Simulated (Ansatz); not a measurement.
CaO, NiAs type, relaxed with r2SCAN. It is hexagonal, P6_3/mmc (No. 194); conventional cell a = 3.320 Å, c = 5.814 Å, 13.87 Å³ an atom. Ca has 6 O at 2.41 Å; O has 6 Ca at 2.41 Å.

```yaml
crystal:
  lattice:
    - [3.31994, 0.00000, 0.00000]
    - [-1.65997, 2.87515, 0.00000]
    - [0.00000, 0.00000, 5.81431]
  atoms:
    - { symbol: Ca, position: [0.00000, 0.00000, 0.00000] }
    - { symbol: Ca, position: [0.00000, 0.00000, 0.50000] }
    - { symbol: O, position: [0.33333, 0.66667, 0.25000] }
    - { symbol: O, position: [0.66667, 0.33333, 0.75000] }
```

The questions ask for values computed with the PAW code Ansatz on this geometry. Spin-unpolarised throughout. Whether this structure exists isn't addressed.

Given (12×12×4 mesh): With PBE the gap is 3.85 eV and direct, at Γ.

Question: How does the gap change from PBE to DDH-PBE0 (6×6×4)?

Answer: DDH-PBE0 gives a direct gap of 6.43 eV at Γ. The share of exact exchange is 0.263. The gap differs by +2.59 eV from PBE's.

Question: What does r2SCAN0 give for the gap (6×6×4 mesh)?

Answer: The r2SCAN0 gap is direct at Γ: 6.69 eV. The gap differs by +2.84 eV from PBE's.

Question: Order these levels by the gap that they give, smallest first.
A. LC-ωPBE
B. DDH-PBE0
C. r2SCAN0
D. PBE0
E. r2SCAN
F. PBE
G. LDA
H. HSE06

Answer: G (3.68 eV), F (3.85 eV), E (4.41 eV), H (5.56 eV), D (6.31 eV), B (6.43 eV), C (6.69 eV), A (11.13 eV).

Question: What does G0W0@PBE with 411 empty bands, a screening cutoff of 220 eV and a 6×6×4 mesh give?

Answer: 6.26 eV (the shift on the mesh added to PBE's least gap). Over the mesh points the PBE gap of 3.85 eV becomes a quasiparticle gap of 6.26 eV (direct at Γ), a change of +2.41 eV. Renormalisation factors Z lie between 0.75 and 0.83. G0W0 here is at a finite number of bands, screening cutoff and k mesh, not at the basis limit.

Question: How strongly does the crystal screen a field with clamped ions (r2SCAN)?

Answer: The electronic dielectric tensor ε∞ is 3.48 along x and y, 3.64 along z. Born charges, averaged over directions: Ca +2.35, O -2.35 e.

Question: What do these levels agree on?

Answer: Taking G0W0@PBE (411 empty bands, 220 eV, 6×6×4), 6.26 eV, as the yardstick (a computed one, not at the basis limit), PBE0 comes nearest, +0.04 eV off, at about 7 times r2SCAN's rough cost; G0W0 itself took about 130 times r2SCAN's rough cost. The others: DDH-PBE0 +0.17, r2SCAN0 +0.43, HSE06 -0.70, r2SCAN -1.86, PBE -2.41, LDA -2.58, LC-ωPBE +4.86 eV. The yardstick still moved by +0.17 eV in its last step of bands and cutoff, so this order can change. r2SCAN covers 33 % of the step from PBE to HSE06, while HSE06 needs about 7 times r2SCAN's rough cost (on a coarser mesh). Among these functionals the gap stays direct.
